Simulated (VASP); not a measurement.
# SiO2 (P4_2/mnm) in VASP: notebook

The runs below take SiO2 through relaxation of cell and atoms, with PBE, r2SCAN.

Program: VASP 6.6.1. These are calculated values, not measurements. Logs are shortened: lines on timing, memory, paths and dates and some standing lists are left out, and cuts for length are marked.

## 1. The crystal as given

It takes space group P4_2/mnm (No. 136, tetragonal). Conventional cell: a = 4.147 Å, b = 4.147 Å, c = 2.704 Å, α = 90.00°, β = 90.00°, γ = 90.00°. Si (site symmetry mmm) is surrounded by 6 O at 1.77 to 1.79 Å. Around O (site symmetry m2m) lie 3 Si at 1.77 to 1.79 Å.

## 2. Relaxation of cell and atoms, PBE

INCAR

```
PREC = Accurate
ENCUT = 600
EDIFF = 1E-7
ISMEAR = 0
SIGMA = 0.02
LREAL = F
LASPH = T
NELM = 80
ALGO = Normal
ISIF = 3
LWAVE = F
LCHARG = F
GGA = PE
IBRION = 2
NSW = 60
EDIFFG = -0.01
KPAR = 2
```

KPOINTS

```
regular mesh
0
Gamma
  6 6 9
```

POSCAR

```
SiO2
1.0
    4.1474130400      0.0000000000      0.0000000000
    0.0000000000      4.1474130400      0.0000000000
    0.0000000000      0.0000000000      2.7037501700
Si O
2 4
Direct
    0.5000000000      0.5000000000      0.5000000000
    0.0000000000      0.0000000000      0.0000000000
    0.6942292300      0.6942292300      0.0000000000
    0.8057707700      0.1942292300      0.5000000000
    0.3057707700      0.3057707700      0.0000000000
    0.1942292300      0.8057707700      0.5000000000
```

Potentials or basis: VASP PAW PBE potentials, release 64 (Si, O).

Run with:

```sh
$ cat potpaw_PBE.64/Si/POTCAR potpaw_PBE.64/O/POTCAR > POTCAR
$ mpirun -np 2 vasp_std > vasp.out
```

OUTCAR:

```text
PREC = Accurate
   ENCUT = 600
   EDIFF = 1E-7
   ISMEAR = 0
   LREAL = F
   LASPH = T
   NELM = 80
   ISIF = 3
   GGA = PE
   IBRION = 2
   NSW = 60
   EDIFFG = -0.01

 ion  position               nearest neighbor table
   1  0.500  0.500  0.500-   3 1.77   5 1.77   3 1.77   5 1.77   4 1.79   6 1.79
   2  0.000  0.000  0.000-   4 1.77   6 1.77   4 1.77   6 1.77   5 1.79   3 1.79
   3  0.694  0.694  0.000-   1 1.77   1 1.77   2 1.79
   4  0.806  0.194  0.500-   2 1.77   2 1.77   1 1.79
   5  0.306  0.306  0.000-   1 1.77   1 1.77   2 1.79
   6  0.194  0.806  0.500-   2 1.77   2 1.77   1 1.79

  LATTYP: Found a simple tetragonal cell.
 ALAT       =     4.1474130400
 C/A-ratio  =     0.6519124437

  Lattice vectors:

 A1 = (   4.1474130400,   0.0000000000,   0.0000000000)
 A2 = (   0.0000000000,   4.1474130400,   0.0000000000)
 A3 = (   0.0000000000,   0.0000000000,   2.7037501700)

Analysis of symmetry for initial positions (statically):
=====================================================================
 Subroutine PRICEL returns:
 Original cell was already a primitive cell.

 Routine SETGRP: Setting up the symmetry group for a
 simple tetragonal supercell.

 Subroutine GETGRP returns: Found 16 space group operations
 (whereof  8 operations were pure point group operations)
 out of a pool of 16 trial point group operations.

The static configuration has the point symmetry D_2h.
 The point group associated with its full space group is D_4h.

Analysis of symmetry for dynamics (positions and initial velocities):
=====================================================================
 Subroutine PRICEL returns:
 Original cell was already a primitive cell.

 Routine SETGRP: Setting up the symmetry group for a
 simple tetragonal supercell.

 Subroutine GETGRP returns: Found 16 space group operations
 (whereof  8 operations were pure point group operations)
 out of a pool of 16 trial point group operations.

The dynamic configuration has the point symmetry D_2h.
 The point group associated with its full space group is D_4h.

 Subroutine INISYM returns: Found 16 space group operations
 (whereof  8 operations are pure point group operations),
 and found     1 'primitive' translations

----------------------------------------------------------------------------------------

                                     Primitive cell

[... 108 lines left out ...]
   PSTRESS=    0.0 pullay stress
   NELECT =      32.0000    total number of electrons
   NUPDOWN=      -1.0000    fix difference up-down
   EMIN   =  10.00;   EMAX   =-10.00  energy-range for DOS
   EFERMI =   0.00;   METHOD = LEGACY
   ISMEAR =     0;   SIGMA  =   0.02  broadening in eV -4-tet -1-fermi 0-gaus
   EFERMI_NEDOS =   21; number of points for ismear=-14 and -15
   IALGO  =     38    algorithm
   IMIX   =      4    mixing-type and parameters
     AMIX     =   0.40;   BMIX     =  1.00
     AMIX_MAG =   1.60;   BMIX_MAG =  1.00
  volume/ion in A,a.u.               =       7.75        52.31
  Fermi-wavevector in a.u.,A,eV,Ry     =   1.445277  2.731178 28.420200  2.088826
  Thomas-Fermi vector in A             =   2.563477
   LORBIT       =      0    0 simple, 1 ext, 2 COOP (PROOUT), +10 PAW based schemes
   GGA     = PE    functional components
   LHFCALC =     F    Hartree Fock is set to
   AEXX    =    0.0000 exact exchange contribution
   IVDW    =     0    specifies the selected vdW correction
   LEPSILON=     F    determine dielectric tensor
   LRPA    =     F    only Hartree local field effects (RPA)
 conjugate gradient relaxation of ions
 non-spin polarized calculation
 Gauss-broadening in eV      SIGMA  =   0.02
  energy-cutoff  :      600.00
  volume of cell :       46.51
 maximum number of plane-waves:      1571
 NGX is ok and might be reduce to    36
   NGX = 17   NGY = 17   NGZ = 11

--------------------------------------- Ionic step        1  -------------------------------------------

 number of electron      31.9999986 magnetization

 Free energy of the ion-electron system (eV)
  ---------------------------------------------------
  ext. energy  EPLUGINS =         0.00000000
  ---------------------------------------------------
  free energy    TOTEN  =       -46.25754446 eV

  energy without entropy =      -46.25754446  energy(sigma->0) =      -46.25754446

------------------------ aborting loop because EDIFF is reached ----------------------------------------

  FORCE on cell =-STRESS in cart. coord.  units (eV):
  Direction    XX          YY          ZZ          XY          YZ          ZX
  --------------------------------------------------------------------------------------
  -------------------------------------------------------------------------------------
  Total        3.6614742      3.6614742      1.3576603      0.0000000      0.0000000      0.0000000
  in kB      126.1378511    126.1378511     46.7714196      0.0000000      0.0000000      0.0000000
  external PRESSURE =      99.6823739 kB  Pullay stress =       0.0000000 kB
[... 227 lines left out ...]
--------------------------------------- Ionic step        7  -------------------------------------------

 number of electron      32.0000007 magnetization

 Free energy of the ion-electron system (eV)
  ---------------------------------------------------
  ext. energy  EPLUGINS =         0.00000000
  ---------------------------------------------------
  free energy    TOTEN  =       -46.32445620 eV

  energy without entropy =      -46.32445620  energy(sigma->0) =      -46.32445620

 E-fermi :   7.8341     XC(G=0): -12.0876

 val. band max:        7.7529335180   @ k =   0.0000   0.0000   0.0000
 cond. band min:      12.7839395841   @ k =   0.0000   0.0000   0.0000
 fundamental gap:      5.0310060661
 Fermi energy:         7.8340505691

 k-point     1 :       0.0000    0.0000    0.0000
  band No.  band energies     occupation
      1     -14.4696      2.00000
      2     -11.0043      2.00000
      3     -11.0043      2.00000
      4     -10.8297      2.00000
      5      -2.8772      2.00000
      6       1.5146      2.00000
[... 541 lines left out ...]
     19      18.1569      0.00000
     20      18.1569      0.00000

 [... further k-points ...]

------------------------ aborting loop because EDIFF is reached ----------------------------------------

  FORCE on cell =-STRESS in cart. coord.  units (eV):
  Direction    XX          YY          ZZ          XY          YZ          ZX
  --------------------------------------------------------------------------------------
  -------------------------------------------------------------------------------------
  Total       -0.0054016     -0.0054016     -0.0063011      0.0000000      0.0000000      0.0000000
  in kB       -0.1794862     -0.1794862     -0.2093757      0.0000000      0.0000000      0.0000000
  external PRESSURE =      -0.1894494 kB  Pullay stress =       0.0000000 kB
[... 21 lines left out ...]
  FREE ENERGIE OF THE ION-ELECTRON SYSTEM (eV)
  ---------------------------------------------------
  free  energy   TOTEN  =       -46.3244562009 eV

  energy  without entropy=      -46.3244562009  energy(sigma->0) =      -46.32445620

 reached required accuracy - stopping structural energy minimisation
```

CONTCAR:

```text
SiO2
   1.00000000000000
     4.2315858300290161    0.0000000000000000    0.0000000000000000
     0.0000000000000000    4.2315858300290161    0.0000000000000000
     0.0000000000000000    0.0000000000000000    2.6927379287821669
  Si              O
     2     4
Direct
     0.5000000000000000    0.5000000000000000    0.5000000000000000
     0.0000000000000000    0.0000000000000000    0.0000000000000000
     0.6932431259608717    0.6932431259608717    0.0000000000000000
     0.8067568740391283    0.1932431259608718    0.5000000000000000
     0.3067568740391283    0.3067568740391283    0.0000000000000000
     0.1932431259608718    0.8067568740391283    0.5000000000000000

  0.00000000E+00  0.00000000E+00  0.00000000E+00
  0.00000000E+00  0.00000000E+00  0.00000000E+00
  0.00000000E+00  0.00000000E+00  0.00000000E+00
  0.00000000E+00  0.00000000E+00  0.00000000E+00
  0.00000000E+00  0.00000000E+00  0.00000000E+00
  0.00000000E+00  0.00000000E+00  0.00000000E+00
```

It took 79 s on 2 MPI ranks of Intel Xeon Platinum 8375C at 2.90GHz (Ice Lake), shared host; peak memory 0.2 GiB.

Results:

| Property | Result |
| --- | --- |
| Free energy | -46.3245 eV |
| Relaxed volume | 8.04 Å³/atom |
| Relaxed cell | a = 4.232 Å, b = 4.232 Å, c = 2.693 Å, α = 90.00°, β = 90.00°, γ = 90.00° |
| Space group after relaxing (to 0.05 Å) | P4_2/mnm (No. 136) |
| Energy gained by relaxing | 11.2 meV/atom |
| Ionic steps | 7 |
| Pressure after relaxing | 0.0 GPa |
| Band gap on the k mesh | 5.03 eV, direct |

The path:
| step | energy change (eV) | largest force (eV/Å) | pressure (GPa) | volume (Å³) |
| --- | --- | --- | --- | --- |
| 1 | 0.0000 | 0.1840 | 9.97 | 46.51 |
| 2 | 0.0071 | 0.5731 | -10.47 | 49.82 |
| 3 | -0.0552 | 0.1954 | -0.64 | 48.08 |
| 4 | -0.0664 | 0.0555 | -0.02 | 48.16 |
| 5 | -0.0668 | 0.0235 | 0.18 | 48.18 |
| 6 | -0.0669 | 0.0086 | -0.11 | 48.24 |
| 7 | -0.0669 | 0.0017 | -0.02 | 48.22 |

Final structure:
```
CELL_PARAMETERS angstrom
4.23159 0.00000 0.00000
0.00000 4.23159 0.00000
0.00000 0.00000 2.69274
ATOMIC_POSITIONS crystal
Si 0.50000 0.50000 0.50000
Si 0.00000 0.00000 0.00000
O 0.69324 0.69324 0.00000
O 0.80676 0.19324 0.50000
O 0.30676 0.30676 0.00000
O 0.19324 0.80676 0.50000
```

Caveat: an odd mesh through Γ misses points on the zone boundary, where band edges often lie.

## 3. Relaxation of cell and atoms, r2SCAN

INCAR

```
ALGO = Normal
EDIFF = 1E-7
EDIFFG = -0.005
ENCUT = 600
IBRION = 2
ISIF = 3
ISMEAR = 0
KPAR = 2
LASPH = T
LCHARG = F
LMIXTAU = T
LREAL = F
LWAVE = F
METAGGA = R2SCAN
NELM = 60
NSW = 40
PREC = Accurate
SIGMA = 0.02
```

KPOINTS

```
k-points
0
Gamma
  6 6 9
```

POSCAR is that of step 2.

Potentials or basis: VASP PAW PBE potentials, release 64 (Si, O).

Run with:

```sh
$ cat potpaw_PBE.64/Si/POTCAR potpaw_PBE.64/O/POTCAR > POTCAR
$ mpirun -np 2 vasp_std > vasp.out
```

OUTCAR:

```text
EDIFF = 1E-7
   EDIFFG = -0.005
   ENCUT = 600
   IBRION = 2
   ISIF = 3
   ISMEAR = 0
   LASPH = T
   LREAL = F
   METAGGA = R2SCAN
   NELM = 60
   NSW = 40
   PREC = Accurate

 ion  position               nearest neighbor table
   1  0.500  0.500  0.500-   3 1.77   5 1.77   3 1.77   5 1.77   4 1.79   6 1.79
   2  0.000  0.000  0.000-   4 1.77   6 1.77   4 1.77   6 1.77   5 1.79   3 1.79
   3  0.694  0.694  0.000-   1 1.77   1 1.77   2 1.79
   4  0.806  0.194  0.500-   2 1.77   2 1.77   1 1.79
   5  0.306  0.306  0.000-   1 1.77   1 1.77   2 1.79
   6  0.194  0.806  0.500-   2 1.77   2 1.77   1 1.79

  LATTYP: Found a simple tetragonal cell.
 ALAT       =     4.1474130400
 C/A-ratio  =     0.6519124437

  Lattice vectors:

 A1 = (   4.1474130400,   0.0000000000,   0.0000000000)
 A2 = (   0.0000000000,   4.1474130400,   0.0000000000)
 A3 = (   0.0000000000,   0.0000000000,   2.7037501700)

Analysis of symmetry for initial positions (statically):
=====================================================================
 Subroutine PRICEL returns:
 Original cell was already a primitive cell.

 Routine SETGRP: Setting up the symmetry group for a
 simple tetragonal supercell.

 Subroutine GETGRP returns: Found 16 space group operations
 (whereof  8 operations were pure point group operations)
 out of a pool of 16 trial point group operations.

The static configuration has the point symmetry D_2h.
 The point group associated with its full space group is D_4h.

Analysis of symmetry for dynamics (positions and initial velocities):
=====================================================================
 Subroutine PRICEL returns:
 Original cell was already a primitive cell.

 Routine SETGRP: Setting up the symmetry group for a
 simple tetragonal supercell.

 Subroutine GETGRP returns: Found 16 space group operations
 (whereof  8 operations were pure point group operations)
 out of a pool of 16 trial point group operations.

The dynamic configuration has the point symmetry D_2h.
[... 137 lines left out ...]
   LEPSILON=     F    determine dielectric tensor
   LRPA    =     F    only Hartree local field effects (RPA)
 conjugate gradient relaxation of ions
 non-spin polarized calculation
 Gauss-broadening in eV      SIGMA  =   0.02
  energy-cutoff  :      600.00
  volume of cell :       46.51
 maximum number of plane-waves:      1571
 NGX is ok and might be reduce to    36
   NGX = 17   NGY = 17   NGZ = 11

--------------------------------------- Ionic step        1  -------------------------------------------

 number of electron      31.9999986 magnetization

 Free energy of the ion-electron system (eV)
  ---------------------------------------------------
  ext. energy  EPLUGINS =         0.00000000
  ---------------------------------------------------
  free energy    TOTEN  =       -58.78444340 eV

  energy without entropy =      -58.78444340  energy(sigma->0) =      -58.78444340

------------------------ aborting loop because EDIFF is reached ----------------------------------------

  FORCE on cell =-STRESS in cart. coord.  units (eV):
  Direction    XX          YY          ZZ          XY          YZ          ZX
  --------------------------------------------------------------------------------------
  -------------------------------------------------------------------------------------
  Total        1.0860556      1.0860556     -1.6565388      0.0000000      0.0000000      0.0000000
  in kB       37.4146346     37.4146346    -57.0677895      0.0000000      0.0000000      0.0000000
  external PRESSURE =       5.9204932 kB  Pullay stress =       0.0000000 kB
[... 227 lines left out ...]
--------------------------------------- Ionic step        7  -------------------------------------------

 number of electron      32.0000000 magnetization

 Free energy of the ion-electron system (eV)
  ---------------------------------------------------
  ext. energy  EPLUGINS =         0.00000000
  ---------------------------------------------------
  free energy    TOTEN  =       -58.80287109 eV

  energy without entropy =      -58.80287109  energy(sigma->0) =      -58.80287109

 E-fermi :   7.9629     XC(G=0): -12.8718

 val. band max:        7.8014321362   @ k =   0.0000   0.0000   0.0000
 cond. band min:      14.3078116047   @ k =   0.0000   0.0000   0.0000
 fundamental gap:      6.5063794685
 Fermi energy:         7.9628564656

 k-point     1 :       0.0000    0.0000    0.0000
  band No.  band energies     occupation
      1     -15.7354      2.00000
      2     -12.1490      2.00000
      3     -12.1490      2.00000
      4     -11.8731      2.00000
      5      -3.2488      2.00000
      6       1.2952      2.00000
[... 541 lines left out ...]
     19      19.5882      0.00000
     20      19.5882      0.00000

 [... further k-points ...]

------------------------ aborting loop because EDIFF is reached ----------------------------------------

  FORCE on cell =-STRESS in cart. coord.  units (eV):
  Direction    XX          YY          ZZ          XY          YZ          ZX
  --------------------------------------------------------------------------------------
  -------------------------------------------------------------------------------------
  Total        0.0006198      0.0006198     -0.0028581     -0.0000000      0.0000000      0.0000000
  in kB        0.0212583      0.0212583     -0.0980259     -0.0000000      0.0000000      0.0000000
  external PRESSURE =      -0.0185031 kB  Pullay stress =       0.0000000 kB
[... 21 lines left out ...]
  FREE ENERGIE OF THE ION-ELECTRON SYSTEM (eV)
  ---------------------------------------------------
  free  energy   TOTEN  =       -58.8028710865 eV

  energy  without entropy=      -58.8028710865  energy(sigma->0) =      -58.80287109

 reached required accuracy - stopping structural energy minimisation
```

OSZICAR:

```text
N       E                     dE             d eps       ncg     rms          rms(c)
DAV:   1     0.168630744958E+03    0.16863E+03   -0.20337E+04  2016   0.178E+03
DAV:   2    -0.650341958241E+02   -0.23366E+03   -0.22333E+03  2720   0.355E+02
DAV:   3    -0.728223396350E+02   -0.77881E+01   -0.77617E+01  2396   0.692E+01
[... 84 lines left out ...]
DAV:   5    -0.588028699719E+02    0.98389E-06   -0.59387E-06  2208   0.286E-02    0.179E-03
DAV:   6    -0.588028705517E+02   -0.57975E-06   -0.22672E-06  2048   0.197E-02    0.173E-03
DAV:   7    -0.588028709254E+02   -0.37367E-06   -0.36299E-07  1968   0.648E-03    0.762E-04
DAV:   8    -0.588028710760E+02   -0.15066E-06   -0.11296E-07  1316   0.367E-03    0.229E-04
DAV:   9    -0.588028710865E+02   -0.10504E-07   -0.24606E-08  1080   0.196E-03
   7 F= -.58802871E+02 E0= -.58802871E+02  d E =-.176115E-03
```

CONTCAR:

```text
SiO2
   1.00000000000000
     4.1811140599655792   -0.0000000000000000    0.0000000000000000
    -0.0000000000000000    4.1811140599655792    0.0000000000000000
     0.0000000000000000    0.0000000000000000    2.6721352277297781
  Si              O
     2     4
Direct
     0.5000000000000000    0.5000000000000000    0.5000000000000000
     0.0000000000000000    0.0000000000000000    0.0000000000000000
     0.6941076145871449    0.6941076145871449    0.0000000000000000
     0.8058923854128551    0.1941076145871449    0.5000000000000000
     0.3058923854128552    0.3058923854128552    0.0000000000000000
     0.1941076145871449    0.8058923854128551    0.5000000000000000

  0.00000000E+00  0.00000000E+00  0.00000000E+00
  0.00000000E+00  0.00000000E+00  0.00000000E+00
  0.00000000E+00  0.00000000E+00  0.00000000E+00
  0.00000000E+00  0.00000000E+00  0.00000000E+00
  0.00000000E+00  0.00000000E+00  0.00000000E+00
  0.00000000E+00  0.00000000E+00  0.00000000E+00
```

Wall time 4.8 min (2 MPI ranks of Intel Xeon Platinum 8488C (Sapphire Rapids), shared host); peak memory 0.19 GiB.

What came out:

```yaml
Free_energy: -58.8029 eV
Relaxed_volume: 7.79 Å³/atom
Relaxed_cell: a = 4.181 Å, b = 4.181 Å, c = 2.672 Å, α = 90.00°, β = 90.00°, γ = 90.00°
Space_group_after_relaxing_to_0.05_Å: P4_2/mnm (No. 136)
Energy_gained_by_relaxing: 3.1 meV/atom
Ionic_steps: 7
Pressure_after_relaxing: 0.0 GPa
Band_gap_on_the_k_mesh: 6.51 eV, direct
```

The path:
| step | energy change (eV) | largest force (eV/Å) | pressure (GPa) | volume (Å³) |
| --- | --- | --- | --- | --- |
| 1 | 0.0000 | 0.1316 | 0.59 | 46.51 |
| 2 | -0.0144 | 0.2495 | -0.39 | 46.69 |
| 3 | -0.0165 | 0.1514 | -0.16 | 46.65 |
| 4 | -0.0181 | 0.0346 | 0.83 | 46.62 |
| 5 | -0.0183 | 0.0096 | 0.58 | 46.62 |
| 6 | -0.0183 | 0.0063 | -0.50 | 46.79 |
| 7 | -0.0184 | 0.0009 | 0.00 | 46.71 |

Final structure:
```yaml
crystal:
  lattice:
    - [4.18111, 0.00000, 0.00000]
    - [0.00000, 4.18111, 0.00000]
    - [0.00000, 0.00000, 2.67214]
  atoms:
    - { symbol: Si, position: [0.50000, 0.50000, 0.50000] }
    - { symbol: Si, position: [0.00000, 0.00000, 0.00000] }
    - { symbol: O, position: [0.69411, 0.69411, 0.00000] }
    - { symbol: O, position: [0.80589, 0.19411, 0.50000] }
    - { symbol: O, position: [0.30589, 0.30589, 0.00000] }
    - { symbol: O, position: [0.19411, 0.80589, 0.50000] }
```

Levels at points of the mesh, in eV from the valence-band top:
```
           k point  band 12  band 13  band 14  band 15  band 16  band 17  band 18  band 19  band 20
(0.00, 0.00, 0.00)    -3.19    -2.52    -0.88    -0.88     0.00     6.51     7.61     9.44     9.44
(0.50, 0.00, 0.00)    -3.94    -2.72    -2.72    -1.08    -1.08     8.69     8.69    10.03    10.03
(0.50, 0.50, 0.00)    -3.32    -2.70    -2.70    -2.32    -2.32     8.39     8.39    11.04    11.04
```

Caveat: the PAW data sets were made with another functional, which shifts forces and pressure a little; an odd mesh through Γ misses points on the zone boundary, where band edges often lie. r2SCAN opens gaps a little over a GGA but as a rule still falls short of measured ones.
